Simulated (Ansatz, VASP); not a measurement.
# Cross-check of Sn8HO16 (interstitial H+ in rutile SnO2) between VASP and Ansatz

Wanted: the spread between two codes on one cell, functional and k mesh. The cell is taken from a series of runs on this material, whose earlier steps may have relaxed, scaled, displaced or heated it; both programs get it as it stands.

Calculated with Ansatz 0.2.0; plane waves, with VASP 6.6.1 beside it; single point at HSE06.

**1. Set-up**

The cell holds 25 atoms: 8 Sn, 16 O and 1 H. Cell: a = 6.826 Å, b = 6.826 Å, c = 6.477 Å, α = 90.0°, β = 90.0°, γ = 90.0°. It derives from SnO2 (SnO2 (P4_2/mnm)). Nearest the centre at fractional (0.648, 0.307, 0.250): H25 at 0.37 Å, O12 at 0.73 Å, O15 at 2.32 Å, O10 at 2.38 Å, O18 at 2.38 Å, Sn2 at 2.39 Å, Sn6 at 2.39 Å, Sn4 at 2.49 Å. The cell carries charge +1.

**2. VASP: single point, HSE06**

With cell and atoms fixed, the geometry can't cause a difference; cores, projectors, grids and the points listed under the comparison can.

Lines of VASP's logs that name or quote its potential files are left out, and so is its time.

The run reads the wave functions of an earlier VASP run, which isn't shown here.

INCAR reads:

```
SYSTEM = Sn8HO16
PREC = Accurate
ENCUT = 520
EDIFF = 1E-06
NELM = 100
ISMEAR = -1
SIGMA = 0.01
LREAL = Auto
ALGO = Normal
LHFCALC = .TRUE.
AEXX = 0.25
GGA = PE
HFSCREEN = 0.208
LASPH = .TRUE.
NELECT = 208
NBANDS = 121
PRECFOCK = Fast
LORBIT = 11
LWAVE = .FALSE.
LCHARG = .FALSE.
ISIF = 2
```

POSCAR reads:

```
Sn8HO16
1.0
    4.8269178375      4.8269178375      0.0000000000
   -4.8269178375      4.8269178375      0.0000000000
    0.0000000000      0.0000000000      6.4765704724
Sn O H
8 16 1
Direct
    0.9932393611      0.0024720464      0.9993788010
    0.5008873728      0.5085000529      0.9910431670
    0.0039643089      0.5084313137      0.2502677543
    0.4904688146      0.9783294109      0.2502676761
    0.9932393725      0.0024697152      0.5011583980
    0.5008878679      0.5085051057      0.5094960109
    0.0008974052      0.5015069484      0.7502683117
    0.4939529687      0.0064338935      0.7502682159
    0.3025384701      0.0094444731      0.0035741499
    0.8073002686      0.5080989658      0.0006862208
    0.0052701908      0.8128403373      0.2502671203
    0.5406129137      0.2997610084      0.2502684681
    0.1961623799      0.4935254582      0.0022766462
    0.6842421672      0.9928473264      0.0015870515
    0.9706179832      0.1986669748      0.2502687096
    0.4901481932      0.6785817897      0.2502676031
    0.3025386294      0.0094414309      0.4969627551
    0.8072996830      0.5081006259      0.4998502298
    0.0032372777      0.8085783215      0.7502693109
    0.5026595629      0.3137083475      0.7502674662
    0.1961620763      0.4935304016      0.4982605098
    0.6842414916      0.9928440178      0.4989487388
    0.9921063545      0.1943131060      0.7502684237
    0.4912887795      0.7005984047      0.7502709697
    0.6943920671      0.2800396400      0.2502696157
```

KPOINTS reads:

```
Automatic mesh
0
Gamma
1 1 1
0 0 0
```

The projector-augmented-wave data sets are Sn_d, O and H (PBE family, release 64).

On the command line:

```
$ export OMP_NUM_THREADS=3
$ mpirun -np 1 vasp_gam
```

Numbers of over 12 decimals in the logs are rounded to 6 here.

Output:

```text
[banner, memory and clock lines left out]
running    1 mpi-ranks, on    1 nodes
 distrk:  each k-point on    1 cores,    1 groups
 distr:  one band on    1 cores,    1 groups
 Offloading initialized ...    1 GPUs detected
 POSCAR found type information on POSCAR SnO H
 POSCAR found :  3 types and      25 ions
 LDA part: xc-table for (Slater+PW92), standard interpolation
 found WAVECAR, reading the header
 POSCAR, INCAR and KPOINTS ok, starting setup
 FFT: planning ... GRIDC
 FFT: planning ... GRID_SOFT
 FFT: planning ... GRID
 reading WAVECAR
 the WAVECAR file was read successfully
 initial charge from wavefunction
 entering main loop
       N       E                     dE             d eps       ncg     rms          rms(c)
DAV:   1    -0.199056845469E+03   -0.19906E+03   -0.47274E+00   284   0.100E+01    0.278E+00
DAV:   2    -0.199161879966E+03   -0.10503E+00   -0.47760E-01   316   0.258E+00    0.230E+00
DAV:   3    -0.199146074723E+03    0.15805E-01   -0.30169E-02   388   0.101E+00    0.149E+00
DAV:   4    -0.199142345500E+03    0.37292E-02   -0.10716E-02   332   0.437E-01    0.913E-01
DAV:   5    -0.199141187983E+03    0.11575E-02   -0.14131E-03   276   0.180E-01    0.535E-01
DAV:   6    -0.199140765738E+03    0.42224E-03   -0.37642E-04   268   0.911E-02    0.312E-01
DAV:   7    -0.199140644289E+03    0.12145E-03   -0.91265E-05   300   0.503E-02    0.185E-01
DAV:   8    -0.199140609023E+03    0.35267E-04   -0.30029E-05   324   0.313E-02    0.112E-01
DAV:   9    -0.199140600569E+03    0.84534E-05   -0.10741E-05   284   0.176E-02    0.673E-02
DAV:  10    -0.199140599389E+03    0.11798E-05   -0.36934E-06   212   0.102E-02    0.404E-02
DAV:  11    -0.199140599818E+03   -0.42856E-06   -0.16322E-06   164   0.696E-03
   1 F= -.19914060E+03 E0= -.19914060E+03  d E =-.302406E-14
```

OUTCAR, selected parts (step 2):

```text
NELECT = 208

 ion  position               nearest neighbor table
   1  0.993  0.002  0.999-  23 2.08  11 2.08  19 2.09  14 2.11  15 2.11   9 2.11   5 3.23   5 3.25
                             3 3.74
   2  0.501  0.509  0.991-  24 2.04  16 2.04  20 2.05  13 2.08  10 2.09  12 2.22   6 3.12   6 3.36
                             4 3.62   8 3.74   7 3.75   7 3.75
   3  0.004  0.508  0.250-  13 2.08  21 2.08  11 2.08  10 2.10  18 2.10  15 2.13   7 3.24   7 3.24
                             5 3.74   1 3.74
   4  0.490  0.978  0.250-  16 2.05   9 2.06  17 2.06  22 2.09  14 2.09  12 2.22   8 3.24   8 3.24
                             6 3.62   2 3.62
   5  0.993  0.002  0.501-  23 2.08  11 2.08  19 2.09  22 2.11  15 2.11  17 2.11   1 3.23   1 3.25
                             3 3.74
   6  0.501  0.509  0.509-  24 2.04  16 2.04  20 2.05  21 2.08  18 2.09  12 2.22   2 3.12   2 3.36
                             4 3.62   8 3.74   7 3.75   7 3.75
   7  0.001  0.502  0.750-  10 2.09  18 2.09  19 2.10  23 2.10  21 2.11  13 2.11   3 3.24   3 3.24
                             6 3.75   2 3.75   6 3.75   2 3.75
   8  0.494  0.006  0.750-  14 2.08  22 2.08  24 2.09  17 2.10   9 2.10  20 2.10   4 3.24   4 3.24
                             6 3.74   2 3.74
   9  0.303  0.009  0.004-   4 2.06   8 2.10   1 2.11
  10  0.807  0.508  0.001-   7 2.09   2 2.09   3 2.10
  11  0.005  0.813  0.250-   3 2.08   1 2.08   5 2.08
  12  0.541  0.300  0.250-  25 1.06   2 2.22   6 2.22   4 2.22
  13  0.196  0.494  0.002-   3 2.08   2 2.08   7 2.11
  14  0.684  0.993  0.002-   8 2.08   4 2.09   1 2.11
  15  0.971  0.199  0.250-   1 2.11   5 2.11   3 2.13
  16  0.490  0.679  0.250-   2 2.04   6 2.04   4 2.05
  17  0.303  0.009  0.497-   4 2.06   8 2.10   5 2.11
  18  0.807  0.508  0.500-   7 2.09   6 2.09   3 2.10
  19  0.003  0.809  0.750-   5 2.09   1 2.09   7 2.10
  20  0.503  0.314  0.750-   2 2.05   6 2.05   8 2.10
  21  0.196  0.494  0.498-   3 2.08   6 2.08   7 2.11
  22  0.684  0.993  0.499-   8 2.08   4 2.09   5 2.11
  23  0.992  0.194  0.750-   1 2.08   5 2.08   7 2.10
  24  0.491  0.701  0.750-   6 2.04   2 2.04   8 2.09
  25  0.694  0.280  0.250-  12 1.06

  LATTYP: Found a simple tetragonal cell.
 ALAT       =     6.8262926703
 C/A-ratio  =     0.9487683557

 Subroutine GETGRP returns: Found  2 space group operations
 (whereof  1 operations were pure point group operations)

The static configuration has the point symmetry C_1 .
 The point group associated with its full space group is C_1h.

 Found      1 irreducible k-points:

   k-points           NKPTS =      1   k-points in BZ     NKDIM =      1   number of bands    NBANDS=    121

   dimension x,y,z NGX =    54 NGY =   54 NGZ =   48
   dimension x,y,z NGXF=   108 NGYF=  108 NGZF=   96

   ENCUT  =  520.0 eV  38.22 Ry    6.18 a.u.  12.69 12.69 12.04*2*pi/ulx,y,z

 k-points in reciprocal lattice and weights: Automatic mesh
   0.00000000  0.00000000  0.00000000       1.000

  exchange ACFDT corr.  =         0.00000000  see jH, gK, PRB 81, 115126

 average (electrostatic) potential at core
       1 -93.9180       2 -94.3229       3 -94.0125       4 -94.1808       5 -93.9181
       6 -94.3229       7 -94.0046       8 -94.0190       9 -62.0018      10 -62.0018
      11 -62.0043      12 -63.8286      13 -62.0633      14 -61.9276      15 -62.0661
      16 -62.6584      17 -62.0018      18 -62.0018      19 -61.8179      20 -62.3521
      21 -62.0633      22 -61.9276      23 -61.9370      24 -62.2208      25 -29.0325

 E-fermi :   4.5684

 k-point     1 :       0.0000    0.0000    0.0000
  band No.  band energies     occupation
    ...
    100       3.4842      2.00000
    101       3.5574      2.00000
    102       3.6211      2.00000
    103       3.6914      2.00000
    104       4.2379      2.00000
    105       6.8072      0.00000
    106      10.4295      0.00000
    107      10.5845      0.00000
    108      10.6327      0.00000
    109      10.7194      0.00000
    ...

  Total      -28.5795157    -23.9019468    -31.0028585     -5.4733212      0.0000000      0.0000000
  in kB     -151.7226935   -126.8904547   -164.5877150    -29.0567216      0.0000000      0.0000000
  external PRESSURE =    -147.7336211 kB  Pullay stress =       0.0000000 kB

  energy-cutoff  :      520.00
  volume of cell :      301.80
      direct lattice vectors                 reciprocal lattice vectors
     4.826917837  4.826917837  0.000000000     0.103585770  0.103585770 -0.000000000
    -4.826917837  4.826917837  0.000000000    -0.103585770  0.103585770  0.000000000
     0.000000000  0.000000000  6.476570472     0.000000000 -0.000000000  0.154402705

 POSITION                                       TOTAL-FORCE (eV/Angst)
 -----------------------------------------------------------------------------------
      4.78235      4.80622      6.47255         0.039610     -0.038136     -0.066068
     -0.03675      4.87223      6.41856         0.064099     -0.047100      0.105505
     -2.43502      2.47329      1.62088        -0.030301      0.117655      0.000000
     -2.35486      7.08977      1.62088        -0.051924      0.084023      0.000000
      4.78236      4.80621      3.24579         0.039610     -0.038136      0.066068
     -0.03677      4.87226      3.29979         0.064099     -0.047100     -0.105505
     -2.41640      2.42506      4.85917         0.002172      0.023700      0.000000
      2.35321      2.41533      4.85916        -0.011743      0.010959      0.000000
      1.41474      1.50592      0.02315        -0.041351     -0.034574     -0.002022
      1.44422      6.34932      0.00444         0.015343      0.002060      0.011542
     -3.89807      3.94895      1.62087        -0.019900      0.021141      0.000000
      1.16257      4.05642      1.62088         1.798162      1.417743      0.000000
     -1.43535      3.32907      0.01474        -0.005139     -0.017297      0.004604
     -1.48961      8.09517      0.01028         0.036741      0.030995     -0.000248
      3.72614      5.64404      1.62088        -0.169421     -0.057796      0.000000
     -0.90955      5.64136      1.62088        -0.024475      0.019994      0.000000
      1.41476      1.50590      3.21861        -0.041351     -0.034574      0.002022
      1.44421      6.34933      3.23732         0.015343      0.002060     -0.011542
     -3.88732      3.91857      4.85917         0.014826     -0.010637      0.000000
      0.91205      3.94054      4.85916         0.034429     -0.031375      0.000000
     -1.43537      3.32909      3.22702        -0.005139     -0.017297     -0.004604
     -1.48960      8.09515      3.23148         0.036741      0.030995      0.000248
      3.85088      5.72675      4.85917        -0.013253      0.009097      0.000000
     -1.01032      5.75314      4.85918        -0.044452      0.038720      0.000000
      2.00005      4.70350      1.62089        -1.702725     -1.435120      0.000000
 -----------------------------------------------------------------------------------
    total drift:                               -0.005977     -0.000910      0.000761

  FREE ENERGIE OF THE ION-ELECTRON SYSTEM (eV)
  ---------------------------------------------------
  free  energy   TOTEN  =      -199.1405998181 eV

  energy  without entropy=     -199.1405998181  energy(sigma->0) =     -199.14059982

 total charge
# of ion       s       p       d       tot
------------------------------------------
    1        0.796   1.050  10.323  12.169
    2        0.801   1.082  10.342  12.225
    3        0.801   1.061  10.331  12.193
    4        0.822   1.064  10.336  12.222
    5        0.796   1.050  10.323  12.169
    6        0.801   1.082  10.342  12.225
    7        0.788   1.042  10.319  12.150
    8        0.794   1.051  10.327  12.172
    9        1.554   3.518   0.000   5.071
   10        1.552   3.521   0.000   5.073
   11        1.553   3.527   0.000   5.080
   12        1.562   3.556   0.000   5.117
   13        1.552   3.520   0.000   5.072
   14        1.554   3.519   0.000   5.073
   15        1.555   3.505   0.000   5.060
   16        1.554   3.553   0.000   5.106
   17        1.554   3.518   0.000   5.071
   18        1.552   3.521   0.000   5.073
   19        1.552   3.518   0.000   5.071
   20        1.556   3.528   0.000   5.084
   21        1.552   3.520   0.000   5.072
   22        1.554   3.519   0.000   5.073
   23        1.553   3.520   0.000   5.073
   24        1.555   3.545   0.000   5.101
   25        0.509   0.088   0.000   0.598
--------------------------------------------------
tot         31.772  64.979  82.643 179.394
```

The run ends at a pressure of -14.77 GPa, with forces up to 2.3 eV/Å.

[end of part 1 of 2]

[Lines on the potential files, build, host, timing and source positions are cut from VASP's logs without a mark.]

[Logs are printed without paths, hosts, clocks, repeated set-up lines and the standing remarks that a program may print on its own settings, such as how far it seeks lower states.]

[Hosts, paths, dates, database ids (printed as entryN), source tags and the programs' standing remarks are cut or masked in the printed files.]
